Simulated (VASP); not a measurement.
A run of VASP 6.6.1:

Contents of INCAR:

```
SYSTEM = B
ALGO = Normal
EDIFF = 1E-6
ENCUT = 520
GGA = PE
ISIF = 2
ISMEAR = 0
IVDW = 12
LASPH = .True.
LCHARG = .False.
LREAL = .False.
LWAVE = .False.
NBANDS = 8
NELM = 100
PREC = Accurate
SIGMA = 0.15
```

Contents of KPOINTS:

```
k-points
0
Gamma
  36 36 14
  0 0 0
```

File POSCAR:

```
B
1.0
    1.6491972967      0.0000000000      0.0000000000
   -0.8245986483      1.4282467548      0.0000000000
    0.0000000000      0.0000000000      3.8739147206
B
1
Direct
    0.0000000000      0.0000000000      0.0000000000
```

Potentials or basis: VASP PAW PBE potentials, release 64 (B).

Run with:

```console
$ cat potpaw_PBE.64/B/POTCAR > POTCAR
$ mpirun -np 1 vasp_std > vasp.out
```

Hardware: 1 thread of Intel(R) Xeon(R) 6975P-C (Granite Rapids), on a shared host.

Task: How long does it take, and how much memory?

Result: It took 18 s on 1 thread of Intel(R) Xeon(R) 6975P-C (Granite Rapids) (shared host), peak memory 0.17 GiB. Counts: scf iterations 12, k points 1016.
